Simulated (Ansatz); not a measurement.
# InSb: the cost of one run

Program: Ansatz 0.2.0. Level of theory: DFT, at the level named in each step. These are calculated values, not measurements.

### Step 1. The system as given

Symmetry: F-43m, No. 216, cubic system. The conventional cell has a = 6.478 Å, b = 6.478 Å, c = 6.478 Å, α = 90.00°, β = 90.00°, γ = 90.00°. In (site symmetry -43m) is surrounded by 4 Sb at 2.81 Å. Around Sb (site symmetry -43m) lie 4 In at 2.81 Å.

As a file:

```
CELL_PARAMETERS angstrom
0.00000 3.23910 3.23910
3.23910 0.00000 3.23910
3.23910 3.23910 0.00000
ATOMIC_POSITIONS crystal
In 0.00000 0.00000 0.00000
Sb 0.75000 0.75000 0.75000
```

The cell comes from a crystallographic database entry that wasn't checked; take it as a given geometry, which may be far from equilibrium.

Atoms are numbered in the order of the input: In1, Sb2.

### Step 2. No relativity, LAPW

input.yaml

```yaml
crystal:
  lattice:
    - [0.0, 3.2391, 3.2391]
    - [3.2391, 0.0, 3.2391]
    - [3.2391, 3.2391, 0.0]
  atoms:
    - { symbol: In, position: [0.0, 0.0, 0.0] }
    - { symbol: Sb, position: [0.75, 0.75, 0.75] }
kpoints:
  mp_grid: { grid: [10, 10, 10] }
  band_path:
    path:
      - [0.0, 0.0, 0.0]
      - [-0.5, -0.5, 0.0]
      - [-0.375, -0.375, 0.25]
      - [-0.375, 0.0, 0.375]
      - [0.0, 0.0, 0.0]
      - [0.0, 0.0, 0.5]
      - [-0.5, -0.25, 0.25]
      - [-0.5, -0.5, 0.0]
    npoints: 5
scf:
  occupations: { method: fermi_dirac, width: 0.03 }
hamiltonian:
  xc: pbe
  pseudopotentials:
    kind: all_electron
    lapw: { basis_error: 0.00025 }
    relativity: none
output:
  forces: true
  stress: true
  eigenvalues: true
```

Command:

```console
$ ansatz run input.yaml --threads 1 --pin off --max-ram 2048MiB --backend cpu --events-out ev --progress --plain --runs-dir out
```

**Question.** How long does this run take on 1 thread of Arm Neoverse V1, shared host, and how much memory does it need?

About 43 s, with a peak of 0.41 GiB.
